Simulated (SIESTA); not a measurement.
C:

```
C
1.0
     1.23319    0.71198    8.28262
    -1.23319    0.71198    8.28262
     0.00000   -1.42396    8.28262
C
4
Direct
  0.08717 0.08717 0.08717
  0.75385 0.75385 0.75385
  0.24615 0.24615 0.24615
  0.91283 0.91283 0.91283
```

This isn't the form of C at room conditions, which is graphite.

```yaml
Program: SIESTA 5.4.2
Task: single point
Functional: PBE
Potentials_or_basis: PseudoDojo 0.4 standard (PBE files)
Basis: DZP (energy shift 0.003 Ry)
Grid_cutoff: 500 Ry
Energy_shift: 0.003 Ry
k_mesh: 12 × 12 × 12
Occupations: fermi-dirac, width 0.05 eV
Spin: no spin polarisation
```

On this cell: pressure 8.0 GPa; largest force 0.006 eV/Å; band gap on the k mesh 0.18 eV, direct.

The same run follows on a disturbed copy (atoms moved at random, drawn with an rms of 0.05 Å):

```
C
1.0
     1.23319    0.71198    8.28262
    -1.23319    0.71198    8.28262
     0.00000   -1.42396    8.28262
C
4
Direct
  0.09500 0.08402 0.07957
  0.74862 0.76508 0.74626
  0.22522 0.24247 0.26878
  0.91076 0.92869 0.90070
```

Question: What does the disturbed cell give?

Answer: The energy moves by +55.6 meV/atom; pressure 9.5 GPa; largest force 5.065 eV/Å; band gap on the k mesh 0.41 eV, indirect (least direct gap 0.43 eV).

Forces in eV/Å, atoms in the order of the input:
```
C   -1.912 -0.019  0.154
C    1.912  0.019 -0.167
C   -0.046  5.047  0.424
C    0.045 -5.047 -0.410
```

Stress tensor (GPa, compression positive):
```
 9.16  1.83  0.08
 1.83 19.66 -0.57
 0.08 -0.57 -0.44
```

Caveats: the basis of atomic orbitals isn't converged, which shifts pressures, moduli and gaps.

A k mesh can miss the band edges.
